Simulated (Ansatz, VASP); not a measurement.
NiGe: VASP beside Ansatz

```
CELL_PARAMETERS angstrom
5.38100 0.00000 0.00000
0.00000 3.42800 0.00000
0.00000 0.00000 5.81100
ATOMIC_POSITIONS crystal
Ge 0.31200 0.75000 0.91700
Ge 0.68800 0.25000 0.08300
Ge 0.18800 0.25000 0.41700
Ge 0.81200 0.75000 0.58300
Ni 0.49500 0.75000 0.31000
Ni 0.50500 0.25000 0.69000
Ni 0.00500 0.25000 0.81000
Ni 0.99500 0.75000 0.19000
```

Alike in both runs: functional PBE; k mesh 5 × 8 × 5; occupations fermi-dirac, width 0.05 eV; collinear spin, ferromagnetic start.

```csv
,VASP,Ansatz
version,VASP 6.6.1,Ansatz 0.2.0
potentials or method,"VASP PAW PBE potentials, release 64 (Ge_d, Ni)",Ansatz PAW
plane-wave cutoff (eV),520,420
valence electrons in the cell,96,128
task,single point,band structure
```

|  | VASP | Ansatz | Ansatz less VASP |
| --- | --- | --- | --- |
| gap on the k mesh at the Fermi level (eV) | none | none | - |
| pressure (GPa) | 3.8 | 3.6 | -0.19 |
| largest component of the traceless stress (GPa) | 0.74 | 0.78 | +0.035 |
| rms of the force components (eV/Å) | 0.077 | 0.074 | -0.0032 |
| net moment per atom (μB) | 0.00 | 0.00 | 0.000 |

Atom by atom the forces differ by 0.004 eV/Å (rms over components). A gap of «none» marks a metal or a gap that the smearing closes. The functional is the same, so the differences come from potentials, cutoffs and numerics. The two sets of potentials don't hold the same shells in valence.

Caveats: the starting moments weren't kept (Ansatz).
